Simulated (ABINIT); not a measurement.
# GaAs (F-43m) in ABINIT: further runs

One crystal, GaAs, is run at these levels: LDA-PZ, revPBE, LDA-Teter, PBE; tasks: band structure, equation of state.

Everything below comes from runs of ABINIT 10.8.3 (patched build). Logs are shortened: lines on timing, memory, paths and dates and some standing lists are left out, and cuts for length are marked. The log counts tension as positive stress, the text compression.

**The experiment to reproduce.**

“Evidence of valence band perturbations in GaAsN/GaAs(001): A combined variable-angle spectroscopic ellipsometry and modulated photoreflectance investigation”, 2008, arxiv:0805.2212 reports, for a bulk crystal of GaAs at 300 K: band gap 1.418 ± 0.005 eV (direct); band gap 1.412 ± 0.01 eV (direct).

The results are compared with them further down.

## (1) Starting point

It takes space group F-43m (No. 216, cubic). The conventional cell has a = 5.654 Å, b = 5.654 Å, c = 5.654 Å, α = 90.00°, β = 90.00°, γ = 90.00°. As (site symmetry -43m) has 4 Ga at 2.45 Å as nearest neighbours. Around Ga (site symmetry -43m) lie 4 As at 2.45 Å.

## (2) Band structure, LDA-PZ

Input file run.abi:

```
# Datasets: ground state, then fixed potential
ndtset 2

# Pseudopotentials
pp_dirpath "./"
pseudos "As.LDA_PW-JTH.xml, Ga.LDA_PW-JTH.xml"

# Structure
acell 3.9977696088 3.9977696088 3.9977696088 Angstrom
rprim
     0.0000000000     0.7071067812     0.7071067812
     0.7071067812     0.0000000000     0.7071067812
     0.7071067812     0.7071067812     0.0000000000
ntypat 2
znucl 33 31
natom 2
typat 1 2
xred
     0.7500000000     0.7500000000     0.7500000000
     0.0000000000     0.0000000000     0.0000000000

# Plane-wave basis
ecut 462.593566 eV
pawecutdg 34.0

# Exchange and correlation
ixc 2

# Bands and occupations
occopt 3
tsmear 0.00183747

# SCF cycle
nstep 100

# Output
iomode 3
prtwf 0
prteig 0
prtebands 0
enunit 1
prtden1 1
prtvha1 1
prtvclmb1 1
prtpot1 1

# Dataset 1
kptopt1 1
ngkpt1 8 8 8
nshiftk1 1
shiftk1 0.0 0.0 0.0
nband1 18
tolvrs1 1.0e-9

# Dataset 2: bands along G-X-W-K-G-L-U-W-L-K
iscf2 -2
getden2 1
nband2 22
nbdbuf2 2
tolwfr2 1.0e-12
kptopt2 -9
ndivsm2 6
prteig2 1
prtvol2 -3
kptbounds2
     0.0000000000     0.0000000000     0.0000000000
     0.5000000000     0.0000000000     0.5000000000
     0.5000000000     0.2500000000     0.7500000000
     0.3750000000     0.3750000000     0.7500000000
     0.0000000000     0.0000000000     0.0000000000
     0.5000000000     0.5000000000     0.5000000000
     0.6250000000     0.2500000000     0.6250000000
     0.5000000000     0.2500000000     0.7500000000
     0.5000000000     0.5000000000     0.5000000000
     0.3750000000     0.3750000000     0.7500000000
```

Potentials or basis: JTH PAW LDA v2.0.

Started as:

```console
$ abinit run.abi > log 2>&1
```

run.abo:

```text
.Version 10.8.3 of ABINIT
 DATASET    1 : space group F-4 3 m (#216); Bravais cF (face-center cubic)
================================================================================
 Values of the parameters that define the memory need for DATASET  1.
     intxc =       0    ionmov =       0      iscf =      17    lmnmax =      18
     lnmax =       6     mgfft =      30  mpssoang =       3    mqgrid =    3001
     natom =       2  nloc_mem =       2    nspden =       1   nspinor =       1
    nsppol =       1      nsym =      24    n1xccc =       1    ntypat =       2
    occopt =       3   xclevel =       1
       mpw =        1036          nfft =       27000          nkpt =          29
 PAW method is used; the additional fine FFT grid is defined by:
   mgfftf=        40    nfftf =     64000
================================================================================
================================================================================

 DATASET    2 : space group F-4 3 m (#216); Bravais cF (face-center cubic)
================================================================================
 Values of the parameters that define the memory need for DATASET  2.
     intxc =       0    ionmov =       0      iscf =      -2    lmnmax =      18
     lnmax =       6     mgfft =      30  mpssoang =       3    mqgrid =    3001
     natom =       2  nloc_mem =       2    nspden =       1   nspinor =       1
    nsppol =       1      nsym =      24    n1xccc =       1    ntypat =       2
    occopt =       3   xclevel =       1
       mpw =        1036          nfft =       27000          nkpt =         103
 PAW method is used; the additional fine FFT grid is defined by:
   mgfftf=        40    nfftf =     64000
================================================================================
================================================================================

--------------------------------------------------------------------------------
------------- Echo of variables that govern the present computation ------------
--------------------------------------------------------------------------------
 -outvars: echo values of preprocessed input variables --------
            acell      7.5546896751E+00  7.5546896751E+00  7.5546896751E+00 Bohr
              amu      7.49215900E+01  6.97230000E+01
             ecut      1.70000000E+01 Hartree
           enunit           1
           getden1          0
           getden2          1
             iscf1         17
             iscf2         -2
              ixc           2
           jdtset        1    2
           kptopt1          1
           kptopt2         -9
         kptrlatt        8    0    0      0    8    0      0    0    8
          kptrlen1     6.04375174E+01
          kptrlen2     3.00000000E+01
            natom           2
            nband1         18
            nband2         22
           nbdbuf1          0
           nbdbuf2          2
           ndtset           2
           ndivsm1          0
           ndivsm2          6
            ngfft          30      30      30
          ngfftdg          40      40      40
             nkpt1         29
             nkpt2        103
            nstep         100
             nsym          24
           ntypat           2
           occopt           3
        pawecutdg      3.40000000E+01 Hartree
        prtebands           0
           prteig1          0
           prteig2          1
           prtpot1          1
           prtpot2          0
         prtvclmb1          1
         prtvclmb2          0
           prtvha1          1
           prtvha2          0
           prtvol1          0
           prtvol2         -3
            prtwf           0
            rprim      0.0000000000E+00  7.0710678120E-01  7.0710678120E-01
                       7.0710678120E-01  0.0000000000E+00  7.0710678120E-01
                       7.0710678120E-01  7.0710678120E-01  0.0000000000E+00
           shiftk1     0.00000000E+00  0.00000000E+00  0.00000000E+00
[... 256 lines left out ...]
 Non-SCF case, kpt    1 (  0.00000  0.00000  0.00000), residuals and eigenvalues=
  9.41E-13  6.11E-13  9.09E-13  7.88E-13  5.07E-13  2.34E-13  4.61E-13  4.99E-13
  8.60E-13  3.39E-13  4.51E-13  6.85E-13  6.92E-13  7.20E-13  5.08E-13  5.52E-13
  5.79E-13  3.55E-13  1.82E-13  6.19E-13  8.44E-11  7.31E-13
 -1.1363E+00 -1.1363E+00 -1.1363E+00 -1.1360E+00 -1.1360E+00 -3.8784E-01
 -3.8784E-01 -3.8784E-01 -3.8500E-01 -3.8500E-01 -3.1061E-01  1.5926E-01
  1.5926E-01  1.5926E-01  1.6957E-01  2.9460E-01  2.9460E-01  2.9460E-01
  4.2862E-01  5.3499E-01  5.3499E-01  5.7961E-01
 Non-SCF case, kpt    2 (  0.02941  0.00000  0.02941), residuals and eigenvalues=
  7.31E-13  2.85E-13  5.57E-13  6.06E-13  3.99E-13  9.81E-13  8.39E-13  3.97E-13
  3.84E-13  6.52E-13  5.74E-13  5.31E-13  8.68E-13  4.26E-13  2.51E-13  4.39E-13
[... 799 lines left out ...]
  6.11E-13  5.48E-13  4.29E-13  5.08E-13  3.80E-13  6.44E-13  2.12E-13  1.88E-13
  5.27E-13  5.02E-13  4.57E-13  5.08E-13  1.13E-11  1.37E-09
 -1.1363E+00 -1.1363E+00 -1.1362E+00 -1.1360E+00 -1.1360E+00 -3.9145E-01
 -3.8663E-01 -3.8636E-01 -3.8544E-01 -3.8482E-01 -2.2205E-01 -8.4668E-02
  1.5147E-02  7.9424E-02  2.3063E-01  3.4226E-01  4.3078E-01  4.4058E-01
  4.7054E-01  5.4031E-01  6.7506E-01  7.0790E-01
 Non-SCF case, kpt  103 (  0.37500  0.37500  0.75000), residuals and eigenvalues=
  4.78E-13  5.10E-13  5.04E-13  4.64E-13  4.65E-13  5.69E-13  3.95E-13  7.56E-13
  6.29E-13  7.32E-13  8.45E-13  4.07E-13  8.02E-13  3.06E-13  7.87E-13  6.51E-13
  8.15E-13  3.09E-13  7.39E-13  3.54E-13  1.63E-10  4.71E-07
 -1.1363E+00 -1.1362E+00 -1.1362E+00 -1.1360E+00 -1.1360E+00 -3.9153E-01
 -3.8656E-01 -3.8630E-01 -3.8551E-01 -3.8479E-01 -2.2025E-01 -8.6567E-02
  1.6489E-02  7.6022E-02  2.2734E-01  3.2621E-01  4.4649E-01  4.5295E-01
  4.7289E-01  5.4745E-01  6.7697E-01  7.2622E-01

--- !ResultsGS
iteration_state: {dtset: 2, }
comment   : Summary of ground state results
lattice_vectors:
- [  0.0000000,   5.3419723,   5.3419723, ]
- [  5.3419723,   0.0000000,   5.3419723, ]
- [  5.3419723,   5.3419723,   0.0000000, ]
lattice_lengths: [   7.55469,    7.55469,    7.55469, ]
lattice_angles: [ 60.000,  60.000,  60.000, ] # degrees, (23, 13, 12)
lattice_volume:   3.0488418E+02
convergence: {deltae:  0.000E+00, res2:  0.000E+00, residm:  9.995E-13, diffor:  0.000E+00, }
etotal    :  -1.93453284E+02
entropy   :   0.00000000E+00
fermie    :   1.65546860E-01
cartesian_stress_tensor: null
pressure_GPa: null
xred      :
- [  7.5000E-01,   7.5000E-01,   7.5000E-01, As]
- [  0.0000E+00,   0.0000E+00,   0.0000E+00, Ga]
cartesian_forces: null
force_length_stats: {min: null, max: null, mean: null, }
...

 Integrated electronic density in atomic spheres:
 ------------------------------------------------
 Atom  Sphere_radius  Integrated_density
    1        2.10392         12.73697723
    2        2.10359         11.09471421

================================================================================

 ----iterations are completed or convergence reached----

 Mean square residual over all n,k,spin=   55.521E-14; max=  99.954E-14
 reduced coordinates (array xred) for    2 atoms
       0.750000000000      0.750000000000      0.750000000000
       0.000000000000      0.000000000000      0.000000000000

 cartesian coordinates (angstrom) at end:
    1      4.24027500008663     4.24027500008663     4.24027500008663
    2      0.00000000000000     0.00000000000000     0.00000000000000
 length scales=  7.554689675109  7.554689675109  7.554689675109 bohr
              =  3.997769608800  3.997769608800  3.997769608800 angstroms
 Eigenvalues (   eV  ) for nkpt= 103  k points:
 kpt#   1, nband= 22, wtk=  1.00000, kpt=  0.0000  0.0000  0.0000 (reduced coord)
 -30.92019  -30.92019  -30.92019  -30.91198  -30.91198  -10.55373  -10.55373  -10.55373
 -10.47636  -10.47636   -8.45222    4.33370    4.33370    4.33370    4.61413    8.01644
   8.01644    8.01644   11.66333   14.55777   14.55777   15.77206
 kpt#   2, nband= 22, wtk=  1.00000, kpt=  0.0294  0.0000  0.0294 (reduced coord)
 -30.92020  -30.92018  -30.92018  -30.91199  -30.91197  -10.55505  -10.55341  -10.55341
 -10.47655  -10.47627   -8.43856    3.92800    4.28689    4.28689    5.01784    7.96160
   8.07985    8.07985   11.74960   14.25505   14.57193   15.80194
 kpt#   3, nband= 22, wtk=  1.00000, kpt=  0.0588  0.0000  0.0588 (reduced coord)
 -30.92023  -30.92014  -30.92014  -30.91200  -30.91195  -10.55890  -10.55228  -10.55228
 -10.47703  -10.47599   -8.39774    3.41148    4.15607    4.15607    5.52550    7.81273
   8.26041    8.26041   11.99172   13.68098   14.61439   15.89165
 kpt#   4, nband= 22, wtk=  1.00000, kpt=  0.0882  0.0000  0.0882 (reduced coord)
 -30.92027  -30.92007  -30.92007  -30.91202  -30.91192  -10.56494  -10.55037  -10.55037
 -10.47784  -10.47557   -8.33021    2.89348    3.96362    3.96362    6.01761    7.60570
   8.53540    8.53540   12.34276   13.09144   14.68515   16.04140
 kpt#   5, nband= 22, wtk=  1.00000, kpt=  0.1176  0.0000  0.1176 (reduced coord)
[... 381 lines left out ...]
 -10.48424  -10.47277   -6.22449   -2.21361    0.64869    2.40741    6.50219    9.68169
  11.07356   11.07455   13.18441   14.74048   17.03118   18.59643
 kpt# 101, nband= 22, wtk=  1.00000, kpt=  0.4000  0.4000  0.7000 (reduced coord)
 -30.92026  -30.91907  -30.91880  -30.91209  -30.91146  -10.64907  -10.52296  -10.51583
 -10.48648  -10.47228   -6.12452   -2.24811    0.47542    2.27545    6.38585    9.66659
  11.21864   11.55321   12.96738   14.66634   17.82346   18.86213
 kpt# 102, nband= 22, wtk=  1.00000, kpt=  0.3875  0.3875  0.7250 (reduced coord)
 -30.92037  -30.91897  -30.91872  -30.91215  -30.91140  -10.65178  -10.52080  -10.51344
 -10.48847  -10.47150   -6.04241   -2.30392    0.41217    2.16124    6.27585    9.31341
  11.72221   11.98882   12.80393   14.70267   18.36937   19.26286
 kpt# 103, nband= 22, wtk=  1.00000, kpt=  0.3750  0.3750  0.7500 (reduced coord)
 -30.92048  -30.91888  -30.91866  -30.91220  -30.91134  -10.65399  -10.51895  -10.51176
 -10.49029  -10.47059   -5.99342   -2.35560    0.44870    2.06867    6.18622    8.87654
  12.14964   12.32549   12.86792   14.89689   18.42129   19.76146

== END DATASET(S) ==============================================================
================================================================================

 -outvars: echo values of variables after computation  --------
            acell      7.5546896751E+00  7.5546896751E+00  7.5546896751E+00 Bohr
           etotal1    -1.9345328367E+02
            fcart1    -6.3006813597E-30 -6.3006813597E-30  1.8902044079E-29
                       6.3006813597E-30  6.3006813597E-30 -1.8902044079E-29
            rprim      0.0000000000E+00  7.0710678120E-01  7.0710678120E-01
                       7.0710678120E-01  0.0000000000E+00  7.0710678120E-01
                       7.0710678120E-01  7.0710678120E-01  0.0000000000E+00
           strten1     6.7556737233E-05  6.7556737233E-05  6.7556737233E-05
                       0.0000000000E+00  0.0000000000E+00  0.0000000000E+00
           xangst      4.2402750001E+00  4.2402750001E+00  4.2402750001E+00
                       0.0000000000E+00  0.0000000000E+00  0.0000000000E+00
             xred      7.5000000000E-01  7.5000000000E-01  7.5000000000E-01
                       0.0000000000E+00  0.0000000000E+00  0.0000000000E+00
 Calculation completed.
```

Run time: 50 s. Hardware: 1 thread of Arm Neoverse V2, shared host; peak memory 0.11 GiB.

Results:

| Quantity | Value |
| --- | --- |
| Free energy | -5264.1320 eV |
| Pressure | -2.0 GPa |
| Band gap on the k mesh | 0.28 eV, direct |
| Band gap along the path | 0.28 eV, direct |
| Valence electrons inside the program's atomic spheres | As 12.74; Ga 11.09 |

Levels at the corners of the path, in eV from the valence-band top:
| point | band 10 | band 11 | band 12 | band 13 | band 14 | band 15 | band 16 | band 17 | band 18 | band 19 |
| --- | --- | --- | --- | --- | --- | --- | --- | --- | --- | --- |
| Γ | -14.81 | -12.79 | 0.00 | 0.00 | 0.00 | 0.28 | 3.68 | 3.68 | 3.68 | 7.33 |
| X | -14.80 | -10.29 | -6.88 | -2.69 | -2.69 | 1.35 | 1.55 | 10.04 | 10.04 | 10.78 |
| W | -14.81 | -10.23 | -6.69 | -3.56 | -3.37 | 4.53 | 4.63 | 5.29 | 5.95 | 10.92 |
| K | -14.80 | -10.33 | -6.69 | -3.89 | -2.27 | 1.85 | 4.54 | 7.82 | 7.99 | 8.53 |
| Γ | -14.81 | -12.79 | 0.00 | 0.00 | 0.00 | 0.28 | 3.68 | 3.68 | 3.68 | 7.33 |
| L | -14.81 | -11.03 | -6.69 | -1.14 | -1.14 | 0.84 | 4.59 | 4.59 | 7.57 | 10.19 |
| U | -14.80 | -10.33 | -6.69 | -3.89 | -2.27 | 1.85 | 4.54 | 7.82 | 7.99 | 8.53 |
| W | -14.81 | -10.23 | -6.69 | -3.56 | -3.37 | 4.53 | 4.63 | 5.29 | 5.95 | 10.92 |
| L | -14.81 | -11.03 | -6.69 | -1.14 | -1.14 | 0.84 | 4.59 | 4.59 | 7.57 | 10.19 |
| K | -14.80 | -10.33 | -6.69 | -3.89 | -2.27 | 1.85 | 4.54 | 7.82 | 7.99 | 8.53 |

(Continued in part 2 of 2.)
